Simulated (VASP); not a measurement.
# As (P6_3/mmc) in VASP: further runs, part 3 of 3

VASP 6.6.1.

## (4) Single point, BLYP

This run uses another cell than the first one, of 23.18 Å³/atom, 1.266 times its volume.

INCAR reads:

```
PREC = Accurate ; ENCUT = 520
EDIFF = 1E-6 ; ISMEAR = -1
SIGMA = 0.1 ; LREAL = False
LASPH = True ; NELM = 60
ALGO = Fast ; ISIF = 2
LWAVE = False ; LCHARG = False
GGA = B5 ; ALDAX = 1.0
AGGAX = 1.0 ; AGGAC = 1.0
ALDAC = 0.0 ; NBANDS = 12
```

KPOINTS reads:

```
regular mesh
0
Gamma
  14 14 7
```

POSCAR reads:

```
As
1.0
    3.0955291008      0.0000000000      0.0000000000
   -1.5477645504      2.6808068395      0.0000000000
    0.0000000000      0.0000000000      5.5860030255
As
2
Direct
    0.3333333333      0.6666666667      0.2500000000
    0.6666666667      0.3333333333      0.7500000000
```

Potentials or basis: VASP PAW PBE potentials, release 64 (As).

Run with:

```
cat potpaw_PBE.64/As/POTCAR > POTCAR
mpirun -np 1 vasp_std > vasp.out
```

OUTCAR:

```text
PREC = Accurate
   ENCUT = 520
   EDIFF = 1E-6
   ISMEAR = -1
   LREAL = False
   LASPH = True
   NELM = 60
   ISIF = 2
   GGA = B5

 ion  position               nearest neighbor table
   1  0.333  0.667  0.250-
   2  0.667  0.333  0.750-

  LATTYP: Found a hexagonal cell.
 ALAT       =     3.0955291008
 C/A-ratio  =     1.8045390121

  Lattice vectors:

 A1 = (   3.0955291008,   0.0000000000,   0.0000000000)
 A2 = (  -1.5477645504,   2.6808068395,   0.0000000000)
 A3 = (   0.0000000000,   0.0000000000,   5.5860030255)

Analysis of symmetry for initial positions (statically):
=====================================================================
 Subroutine PRICEL returns:
 Original cell was already a primitive cell.

 Routine SETGRP: Setting up the symmetry group for a
 hexagonal supercell.

 Subroutine GETGRP returns: Found 24 space group operations
 (whereof 12 operations were pure point group operations)
 out of a pool of 24 trial point group operations.

The static configuration has the point symmetry D_3d.
 The point group associated with its full space group is D_6h.

Analysis of symmetry for dynamics (positions and initial velocities):
=====================================================================
 Subroutine PRICEL returns:
 Original cell was already a primitive cell.

 Routine SETGRP: Setting up the symmetry group for a
 hexagonal supercell.

 Subroutine GETGRP returns: Found 24 space group operations
 (whereof 12 operations were pure point group operations)
 out of a pool of 24 trial point group operations.

The dynamic configuration has the point symmetry D_3d.
 The point group associated with its full space group is D_6h.

 Subroutine INISYM returns: Found 24 space group operations
 (whereof 12 operations are pure point group operations),
 and found     1 'primitive' translations

----------------------------------------------------------------------------------------

                                     Primitive cell

  volume of cell :      46.3555

  direct lattice vectors                    reciprocal lattice vectors
     3.095529101  0.000000000  0.000000000     0.323046551  0.186511013  0.000000000
    -1.547764550  2.680806840  0.000000000     0.000000000  0.373022027  0.000000000
     0.000000000  0.000000000  5.586003026     0.000000000  0.000000000  0.179018879

  length of vectors
     3.095529101  3.095529101  5.586003026     0.373022027  0.373022027  0.179018879

  position of ions in fractional coordinates (direct lattice)
     0.333333333  0.666666667  0.250000000
     0.666666667  0.333333333  0.750000000

  ion indices of the primitive-cell ions
   primitive index   ion index
                 1           1
                 2           2

----------------------------------------------------------------------------------------

 KPOINTS: regular mesh

Automatic generation of k-mesh.
 Grid dimensions read from file:
 generate k-points for:   14   14    7

 Generating k-lattice:

[... 40 lines left out ...]
  0.285714  0.285714  0.000000      6.000000
  0.357143  0.285714  0.000000      6.000000
 [... further k-points ...]
   k-points           NKPTS =     96   k-points in BZ     NKDIM =     96   number of bands    NBANDS=     12
   number of dos      NEDOS =    301   number of ions     NIONS =      2
   total plane-waves  NPLWV =  24192
   dimension x,y,z NGX =    24 NGY =   24 NGZ =   42
   dimension x,y,z NGXF=    48 NGYF=   48 NGZF=   84
   ions per type =               2
   NGX,Y,Z   is equivalent  to a cutoff of  12.89, 12.89, 12.50 a.u.
   NGXF,Y,Z  is equivalent  to a cutoff of  25.78, 25.78, 25.00 a.u.
 SYSTEM =  unknown system
   PREC   = accura    normal or accurate (medium, high low for compatibility)
   ISTART =      0    job   : 0-new  1-cont  2-samecut
   ICHARG =      2    charge: 1-file 2-atom 10-const
   ISPIN  =      1    spin polarized calculation?
   LNONCOLLINEAR =      F non collinear calculations
   LSORBIT =      F    spin-orbit coupling
   LASPH  =      T    aspherical Exc in radial PAW
   ENCUT  =  520.0 eV  38.22 Ry    6.18 a.u.   5.76  5.76 10.39*2*pi/ulx,y,z
   NELM   =     60;   NELMIN=  2; NELMDL= -5     # of ELM steps
   EDIFF  = 0.1E-05   stopping-criterion for ELM
   LREAL  =      F    real-space projection
   EDIFFG = 0.1E-04   stopping-criterion for IOM
   NSW    =      0    number of steps for IOM
   IBRION =     -1    ionic relax: 0-MD 1-quasi-New 2-CG
   NFREE  =      0    steps in history (QN), initial steepest desc. (CG)
   ISIF   =      2    stress and relaxation
   ISYM   =      2    0-nonsym 1-usesym 2-fastsym
   POTIM  = 0.5000    time-step for ionic-motion
   TEBEG  =    0.0;   TEEND  =   0.0 temperature during run
   PSTRESS=    0.0 pullay stress
   NELECT =      10.0000    total number of electrons
   NUPDOWN=      -1.0000    fix difference up-down
   EMIN   =  10.00;   EMAX   =-10.00  energy-range for DOS
   EFERMI =   0.00;   METHOD = LEGACY
   ISMEAR =    -1;   SIGMA  =   0.10  broadening in eV -4-tet -1-fermi 0-gaus
   EFERMI_NEDOS =   21; number of points for ismear=-14 and -15
   IALGO  =     68    algorithm
   IMIX   =      4    mixing-type and parameters
     AMIX     =   0.40;   BMIX     =  1.00
     AMIX_MAG =   1.60;   BMIX_MAG =  1.00
  volume/ion in A,a.u.               =      23.18       156.41
  Fermi-wavevector in a.u.,A,eV,Ry     =   0.981841  1.855410 13.116164  0.964011
  Thomas-Fermi vector in A             =   2.112878
   LORBIT       =      0    0 simple, 1 ext, 2 COOP (PROOUT), +10 PAW based schemes
   GGA     = B5    functional components
   LHFCALC =     F    Hartree Fock is set to
   AEXX    =    0.0000 exact exchange contribution
   IVDW    =     0    specifies the selected vdW correction
   LEPSILON=     F    determine dielectric tensor
   LRPA    =     F    only Hartree local field effects (RPA)
 non-spin polarized calculation
 RMM-DIIS sequential band-by-band and
  energy-cutoff  :      520.00
  volume of cell :       46.36
 maximum number of plane-waves:      1269
 NGX is ok and might be reduce to    24
   NGX = 11   NGY = 11   NGZ = 21

 number of electron      10.0000001 magnetization

 Free energy of the ion-electron system (eV)
  ---------------------------------------------------
  ext. energy  EPLUGINS =         0.00000000
  ---------------------------------------------------
  free energy    TOTEN  =        -6.63357000 eV

  energy without entropy =       -6.59162833  energy(sigma->0) =       -6.61259916

 E-fermi :   4.9078     XC(G=0):  -9.2386

 val. band max:        4.8694721639   @ k =   0.2857   0.1429   0.1429
 cond. band min:       4.9187025008   @ k =   0.2143   0.2143   0.0000
 fundamental gap:      0.0492303369
 Fermi energy:         4.9078223203

 k-point     1 :       0.0000    0.0000    0.0000
  band No.  band energies     occupation
      1      -8.6908      2.00000
      2      -6.2796      2.00000
      3      -0.4819      2.00000
      4       7.9328      0.00000
      5       8.7581      0.00000
      6       8.7581      0.00000
      7       9.6443      0.00000
      8       9.6443      0.00000
      9      14.3709      0.00000
     10      14.7655      0.00000
     11      16.9391      0.00000
     12      17.0905      0.00000
[... 331 lines left out ...]
 k-point    24 :       0.3571    0.2857    0.0000
  band No.  band energies     occupation
      1      -4.5075      2.00000
      2      -4.1745      2.00000
      3       1.0278      2.00000
      4       2.3045      2.00000
      5       2.3433      2.00000
      6       3.6769      1.99999
      7       4.2426      1.99742
      8       4.9335      0.87215
      9      10.4017      0.00000
     10      16.8040      0.00000
     11      17.5313      0.00000
     12      18.0344      0.00000

 [... further k-points ...]

------------------------ aborting loop because EDIFF is reached ----------------------------------------

  FORCE on cell =-STRESS in cart. coord.  units (eV):
  Direction    XX          YY          ZZ          XY          YZ          ZX
  --------------------------------------------------------------------------------------
  -------------------------------------------------------------------------------------
  Total       -1.1747800     -1.1747800     -0.9668167      0.0000000     -0.0000000      0.0000000
  in kB      -40.6036932    -40.6036932    -33.4159000      0.0000000     -0.0000000      0.0000000
  external PRESSURE =     -38.2077621 kB  Pullay stress =       0.0000000 kB

 VOLUME and BASIS-vectors are now :
 -----------------------------------------------------------------------------
  energy-cutoff  :      520.00
  volume of cell :       46.36
      direct lattice vectors                 reciprocal lattice vectors
     3.095529101  0.000000000  0.000000000     0.323046551  0.186511013  0.000000000
    -1.547764550  2.680806840  0.000000000     0.000000000  0.373022027  0.000000000
     0.000000000  0.000000000  5.586003026     0.000000000  0.000000000  0.179018879

 POSITION                                       TOTAL-FORCE (eV/Angst)
 -----------------------------------------------------------------------------------
     -0.00000      1.78720      1.39650         0.000000     -0.000000      0.000000
      1.54776      0.89360      4.18950        -0.000000      0.000000      0.000000
 -----------------------------------------------------------------------------------
    total drift:                               -0.000000      0.000000     -0.000000

  FREE ENERGIE OF THE ION-ELECTRON SYSTEM (eV)
  ---------------------------------------------------
  free  energy   TOTEN  =        -6.6335699991 eV

  energy  without entropy=       -6.5916283253  energy(sigma->0) =       -6.61259916
```

Run time: 44 s. Hardware: 1 thread of AMD EPYC 7R43 (Zen 3), shared host; peak memory 0.14 GiB.

What came out:

```yaml
Free_energy: -6.6336 eV
Pressure: -3.8 GPa
Band_gap_on_the_k_mesh: none (metal or under the smearing width)
```

Stress tensor (GPa, compression positive):
```
-4.06  0.00  0.00
 0.00 -4.06  0.00
 0.00  0.00 -3.34
```

Caveat: the PAW data sets were made with another functional, which shifts forces and pressure a little.

## (5) Summary

| task | cell | k mesh | cutoff (eV) | gap on the mesh (eV) | pressure (GPa) |
| --- | --- | --- | --- | --- | --- |
| relaxation of cell and atoms | relaxed | 12 × 12 × 7 | 600 | none | 0.0 |
| single point | P6_3/mmc, 21.46 Å³/atom | 14 × 14 × 7 | 520 | none | 0.3 |
| single point | P6_3/mmc, 23.18 Å³/atom | 14 × 14 × 7 | 520 | none | -3.8 |

Alike in all rows: level BLYP; potentials or basis VASP PAW PBE potentials, release 64 (As); no spin polarisation; smearing fermi-dirac 0.1 eV.

Caveats: the PAW data sets were made with another functional, which shifts forces and pressure a little; the volume moved by over 15 % at a fixed basis, so the end points are rough (some runs).

Absolute energies hang on the potentials; compare differences alone.
